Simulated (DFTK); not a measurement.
Crystal: MgSe.

```
Se Mg
1.0
     0.00000    2.72550    2.72550
     2.72550    0.00000    2.72550
     2.72550    2.72550    0.00000
Se Mg
1 1
Direct
  0.50000 0.50000 0.50000
  0.00000 0.00000 0.00000
```

Base run:

```yaml
Program: DFTK 0.8.2
Functional: PBE
Potentials_or_basis: dojo.nc.sr.pbe.v0_4_1.standard.upf (PBE)
Cutoff: 1170 eV
k_mesh: 8 × 8 × 8
Occupations: fermi-dirac, width 0.05 eV
Spin: no spin polarisation
```

Its results: band gap on the k mesh 1.82 eV, indirect (least direct gap 2.60 eV); pressure 2.1 GPa.

Q: The run is repeated on the same cell with these changes: functional from PBE to PBEsol; potentials or basis from dojo.nc.sr.pbe.v0_4_1.standard.upf (PBE) to dojo.nc.sr.pbesol.v0_4_1.standard.upf (PBEsol). What comes out?

A: Band gap on the k mesh 1.77 eV, indirect (least direct gap 2.50 eV); pressure 0.0 GPa.

A k mesh can miss the band edges.

Not every run made on this cell is shown here.
